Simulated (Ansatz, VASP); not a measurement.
## Two plane-wave programs on CoPtO2

```xyz
8
Lattice="2.8102 0.0000 0.0000 -1.4051 2.4337 0.0000 0.0000 0.0000 24.8115" Properties=species:S:1:pos:R:3 pbc="T T T"
O     0.0000    0.0000    7.5000
O     1.4051    0.8112    9.4265
O     1.4051    0.8112   13.3989
O     0.0000    1.6225   15.3253
Co    0.0000    1.6225    8.4632
Co    0.0000    0.0000   14.3621
Pt    1.4051    0.8112   11.4127
Pt    0.0000    1.6225   17.3115
```

Alike in both runs: task single point; functional PBEsol; k mesh 12 × 12 × 1; occupations gaussian, width 0.1 eV; no spin polarisation.

|  | VASP | Ansatz |
| --- | --- | --- |
| version | VASP 6.6.1 | Ansatz 0.2.0 |
| potentials or method | VASP PAW PBE potentials, release 64 (O, Co, Pt) | scalar-relativistic, plane waves, PAW |
| plane-wave cutoff (eV) | 520 | 420 |
| valence electrons in the cell | 62 | 94 |

Ansatz gave:

```
gap on the k mesh at the Fermi level (eV) : none
rms of the force components (eV/Å)        : 0.469
```

Problem. What did VASP give for the same quantities?

Solution. gap on the k mesh at the Fermi level (eV): none; rms of the force components (eV/Å): 0.465.

A gap of «none» marks a metal or a gap that the smearing closes. With one functional, cell and mesh, what is left measures potentials, basis and numerics. The two sets of potentials don't hold the same shells in valence.

Caveats: the PAW data sets were made with another functional, which shifts forces and pressure a little (VASP); the run has no spin polarisation, though such a crystal can be magnetic; semilocal functionals often make such compounds metallic where correlation or magnetic order opens a gap, which also shifts bond lengths. Spin-orbit coupling is left out, which matters for the levels of Pt. Spin polarisation is off, so any magnetic state and its effect on volume and gap are missing.
